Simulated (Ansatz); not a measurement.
Computed results, one entry a study.

```json
{"subject": "ZnSe (Stilleite): band gap by G0W0 on HSE06", "lattice_ang": [[0.0, 2.8338, 2.8338], [2.8338, 0.0, 2.8338], [2.8338, 2.8338, 0.0]], "atoms": [["Zn", 0.0, 0.0, 0.0], ["Se", 0.25, 0.25, 0.25]], "method": "G0W0 on HSE06, plane waves, PAW (and 1 further level or step)", "program": "Ansatz 0.2.0", "settings_of_one_run": "cutoff 420 eV, 6×6×6 k-mesh, default PAW, empty bands 135, screening cutoff 120 eV, screening contour deformation, QP bands (v2, c2)", "cost": "2 runs, 58 s in all on 1 × NVIDIA H100 80GB HBM3 (shared by 6 runs) with 3 threads of AMD EPYC 7R13 (Zen 3), shared host (the runs of this entry)", "notes": "In doubt: masses and optical values from hybrid runs of this build are listed as unsure (in some of the runs), which bears on the screening that GW takes from such a start. The cell and positions come from the Crystallography Open Database and are kept as given unless a step says otherwise. Limits: no spin-orbit coupling. The differences hold parts that these runs do not separate: finite bands, cutoffs and mesh, points of the zone that were not corrected, the start of G0W0, spin-orbit coupling missing from it, static nuclei, no electron-hole attraction, and what each experiment reads as the gap. How much each gives is not known from the steps shown.", "results": {"hse06_gap_over_mesh_and_listed_points": "2.434 eV, direct, at k = Γ", "g0w0_hse06_gap_over_9_of_16_irreducible_mesh_points": "2.961 eV, direct, at k = Γ", "gw_settings": "6×6×6 mesh, 135 empty bands, screening to 120 eV", "known_limits": "finite bands, screening cutoff and k mesh; no spin-orbit coupling in G0W0; d shells not analysed"}}
```

[Paths, hosts, dates, memory and timing lines, banners, echoed tables and standing remarks are left out of the program output.]

[Logs are printed without paths, hosts, clocks, repeated set-up lines and the standing remarks that a program may print on its own settings, such as how far it seeks lower states.]

[Runs of the session that timed out or met a known fault of the program may be left out.]

[Cells called generated may have been cut or substituted from an entry of the Crystallography Open Database or the Materials Project.]

[Hosts, paths, dates, database ids (printed as entryN), source tags and the programs' standing remarks are cut or masked in the printed files.]
